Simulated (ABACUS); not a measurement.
Crystal: Cl.

```
CELL_PARAMETERS angstrom
3.14500 -2.25000 0.00000
3.14500 2.25000 0.00000
0.00000 0.00000 8.21000
ATOMIC_POSITIONS crystal
Cl 0.37000 0.63000 0.40000
Cl 0.13000 0.87000 0.90000
Cl 0.63000 0.37000 0.60000
Cl 0.87000 0.13000 0.10000
```

Base run:

```yaml
Program: ABACUS 3.10.1
Functional: BLYP
Potentials_or_basis: SG15 ONCV 1.2 PBE
Cutoff: 816 eV
Density_cutoff: 3265 eV
Basis: plane waves
k_mesh: 5 × 5 × 3
Occupations: fermi-dirac, width 0.05 eV
Spin: no spin polarisation
```

Its results: band gap on the k mesh 2.58 eV, indirect (least direct gap 2.63 eV); pressure 2.6 GPa; largest force 0.659 eV/Å.

After a change of settings the same cell gave: band gap on the k mesh 2.89 eV, indirect (least direct gap 2.94 eV); pressure -0.2 GPa; largest force 0.215 eV/Å. Which change was it?
A. functional from BLYP to PW91
B. functional from BLYP to SCAN
C. functional from BLYP to LDA
D. functional from BLYP to PBEsol

B.

SCAN gives the wider gap, since meta-GGAs in the generalised Kohn-Sham scheme recover part of the derivative discontinuity.

Caveats: the potentials were made for another functional, which shifts forces and pressure; an odd mesh through Γ misses points on the zone boundary, where band edges often lie.

Runs at the PBE level aren't shown here.
